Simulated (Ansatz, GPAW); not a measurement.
This is a calculation of Ti (Titanium) for Ansatz 0.2.0. 

File input.yaml:

```yaml
crystal:
  lattice:
    - [2.95, 0.0, 0.0]
    - [-1.475, 2.5547749412, 0.0]
    - [0.0, 0.0, 4.68]
  atoms:
    - { symbol: Ti, position: [0.6666666667, 0.3333333333, 0.75] }
    - { symbol: Ti, position: [0.3333333333, 0.6666666667, 0.25] }
kpoints:
  mp_grid: { grid: [10, 10, 6] }
scf:
  occupations: { method: gaussian, width: 0.028 }
hamiltonian:
  xc: pbe
  pseudopotentials: { kind: all_electron, lapw: { basis_error: 0.001 } }
output:
  forces: true
  stress: true
  eigenvalues: true
```

Potentials or basis: all-electron LAPW, scalar-relativistic.

Launch:

```sh
$ ansatz run input.yaml --threads 1 --pin off --max-ram 3072MiB --backend cpu --events-out ev --progress --plain --runs-dir out
```

Q: Translate it to GPAW 26.7.0 (ASE script). Potentials or basis there: GPAW PAW data sets (gpaw-data 1.2.1), cutoff 600 eV.

A: As run (cutoffs and basis follow the program's own potentials, and thresholds, step limits or extra output files can differ):

File run.py:

```python
from ase.dft.bandgap import bandgap
from ase.io import read, write
from ase.units import Bohr, GPa
from gpaw import GPAW, PW
from gpaw.elf import elf_from_dft_calculation

atoms = read('Ti.xyz')

calc = GPAW(mode=PW(600),
            xc='PBE',
            kpts={'size': (10, 10, 6), 'gamma': True},
            occupations={'name': 'methfessel-paxton', 'order': 0, 'width': 0.028000000000000004},
            nbands=24,
            convergence={'density': 1e-05, 'energy': 1e-05},
            maxiter=150,
            txt='gpaw.txt')
atoms.calc = calc
energy = atoms.get_potential_energy()
forces = atoms.get_forces()
stress = atoms.get_stress()
calc.write('gs.gpw')
write('result.traj', atoms)
print(f'Energy: {energy:.6f} eV')
print('Forces (eV/A):')
print(forces.round(4))
print('Stress (GPa):', (stress / GPa).round(3))
print('Fermi level:', round(calc.get_fermi_level(), 4), 'eV')
print(f'Gap: {bandgap(calc)[0]:.4f} eV, direct: {bandgap(calc, direct=True)[0]:.4f} eV')

# fields on the real-space grid
write('density.cube', atoms, data=calc.get_pseudo_density() * Bohr**3)
write('potential.cube', atoms, data=calc.get_electrostatic_potential())
write('elf.cube', atoms, data=elf_from_dft_calculation(calc).data)
```

Ti.xyz

```xyz
2
Lattice="2.9500000000 0.0000000000 0.0000000000 -1.4750000000 2.5547749412 0.0000000000 0.0000000000 0.0000000000 4.6800000000" Properties=species:S:1:pos:R:3 pbc="T T T"
Ti     1.4750000001      0.8515916470      3.5100000000
Ti    -0.0000000001      1.7031832942      1.1700000000
```

Potentials or basis: GPAW PAW data sets (gpaw-data 1.2.1), pw.

Run with:

```sh
$ OMP_NUM_THREADS=1 python run.py
```

Both were run:

|  | Ansatz | GPAW |
| --- | --- | --- |
| Pressure | -1.4 GPa | -2.0 GPa |

Where Ansatz's input types no cutoff or centring, it takes its own default and a Γ-centred mesh.

Pressure is positive in compression.
